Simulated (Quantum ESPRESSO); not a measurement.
# Nb: phonon spectrum and thermodynamics under several settings

```
CELL_PARAMETERS angstrom
-1.66395 1.66395 1.66395
1.66395 -1.66395 1.66395
1.66395 1.66395 -1.66395
ATOMIC_POSITIONS crystal
Nb 0.00000 0.00000 0.00000
```

All runs used Quantum ESPRESSO 7.5; k mesh 12 × 12 × 12; relaxed cell; no spin polarisation; cutoff 612 eV; occupations cold, width 0.2 eV; q mesh 3 × 3 × 3.

```csv
level,potentials,volume (Å³/atom),highest frequency (cm⁻¹),zero-point energy (meV/atom),entropy at room temperature (k_B/atom)
LDA,GBRV 1.5 LDA,?,?,?,?
PBE,GBRV 1.5 PBE,18.06,199,26.2,4.31
PBEsol,GBRV 1.5 PBEsol,17.46,210,27.2,4.21
```

Q: What stands in the row left open?

A: Volume 17.11 Å³/atom; highest frequency 216 cm⁻¹; zero-point energy 27.5 meV/atom; entropy at room temperature 4.18 k_B/atom.

For the row left open. Caveat: the q mesh is small, so phonon branches between its points and thermal values are rough.
